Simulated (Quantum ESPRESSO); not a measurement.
HgTe (Coloradoite):

```
Hg Te
1.0
     0.00000    3.21450    3.21450
     3.21450    0.00000    3.21450
     3.21450    3.21450    0.00000
Hg Te
1 1
Cartesian
  0.0000 0.0000 0.0000
  4.8217 4.8217 4.8217
```

```yaml
Program: Quantum ESPRESSO 7.5
Task: phonon dispersion
Functional: PBE
Potentials_or_basis: GBRV 1.5 PBE
Cutoff: 612 eV
Density_cutoff: 4898 eV
k_mesh: 6 × 6 × 6
Occupations: cold, width 0.2 eV
Spin: no spin polarisation
Mixing_beta: 0.5
Most_SCF_iterations: 120
SCF_threshold: 4e-10 Ry
q_mesh: 2 × 2 × 2
```

The cell and the atoms were relaxed first, to 37.05 Å³/atom (a = 4.715 Å, b = 4.715 Å, c = 4.715 Å, α = 60.00°, β = 60.00°, γ = 60.00°), and the response was taken there.

Q: Is this structure dynamically stable at this level, and how far does the spectrum reach?

A: Yes, as far as this q mesh shows: no mode on the path is imaginary. The highest frequency is 126 cm⁻¹.

Phonon frequencies at the corners of the path (cm⁻¹, interpolated; i marks imaginary ones):
| point | frequencies |
| --- | --- |
| Γ | 0 0 0 97 97 97 |
| X | 18 18 85 116 121 121 |
| W | 26 46 72 113 122 123 |
| K | 19 43 76 114 118 125 |
| L | 20 20 76 110 110 125 |
| U | 19 43 76 114 118 125 |

Harmonic thermodynamics per atom at this volume (zero-point energy 14.3 meV, Debye temperature from the second moment 162 K):
```
 T (K)  free energy (meV)  entropy (k_B)  heat capacity Cv (k_B)
    50               10.7           1.88                    1.97
   100               -1.1           3.51                    2.65
   200              -40.5           5.45                    2.90
298.15              -91.9           6.62                    2.96
   500             -221.5           8.16                    2.98
   800             -452.0           9.56                    2.99
```

Phonon states per cell in windows of 10 cm⁻¹ (negative: imaginary):
```
from (cm⁻¹)  total    Hg    Te
          0   0.01  0.01  0.01
         10   0.53  0.38  0.15
         20   0.82  0.62  0.19
         30   0.39  0.30  0.09
         40   0.31  0.24  0.07
         50   0.09  0.07  0.02
         60   0.27  0.23  0.04
         70   0.55  0.52  0.03
         80   0.03  0.03  0.00
         90   0.03  0.01  0.02
        100   0.64  0.18  0.46
        110   1.62  0.29  1.33
        120   0.68  0.11  0.57
```

A q mesh this small can miss soft modes between its points.

Caveat: the mesh is thin for the phonons of a metal; the q mesh is small, so phonon branches between its points and thermal values are rough.
